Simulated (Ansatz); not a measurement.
Crystal: SiC (Moissanite).

```
CELL_PARAMETERS angstrom
3.07600 0.00000 0.00000
-1.53800 2.66389 0.00000
0.00000 0.00000 5.04800
ATOMIC_POSITIONS crystal
Si 0.66667 0.33333 0.50000
Si 0.33333 0.66667 0.00000
C 0.66667 0.33333 0.88500
C 0.33333 0.66667 0.38500
```

| Item | Value |
| --- | --- |
| Program | Ansatz 0.2.0 |
| Task | relaxation of cell and atoms |
| Functional | PBE |
| Dispersion | D3(BJ) |
| Potentials or basis | Ansatz PAW |
| Cutoff | 420 eV (not typed: the program's choice for these potentials) |
| k mesh | 10 × 10 × 5 |
| Occupations | fermi-dirac, width 0.05 eV |
| Spin | no spin polarisation |

At the start: volume 10.34 Å³/atom.

**Question.** Where does the relaxation end?

**Answer.** It ends after 5 steps and the volume is 10.28 Å³/atom (-0.6 %); space group P6_3mc (No. 186, to 0.05 Å).

The path:
```
step  energy change (eV)  largest force (eV/Å)  volume (Å³)
   1              0.0000                0.7526        41.36
   2             -0.0222                0.4441        41.24
   3             -0.0376                0.0028        41.12
   4             -0.0376                0.0002        41.13
   5             -0.0372                0.0003        41.13
```

Final structure:
```xyz
4
Lattice="3.0702 0.0000 0.0000 -1.5351 2.6589 0.0000 0.0000 0.0000 5.0383" Properties=species:S:1:pos:R:3 pbc="T T T"
Si    1.5351    0.8863    2.5423
Si    0.0000    1.7726    0.0232
C     1.5351    0.8863    4.4357
C     0.0000    1.7726    1.9166
```

Caveat: the plane-wave basis is chosen anew once the cell has moved, so the energies of steps on either side of that aren't comparable.
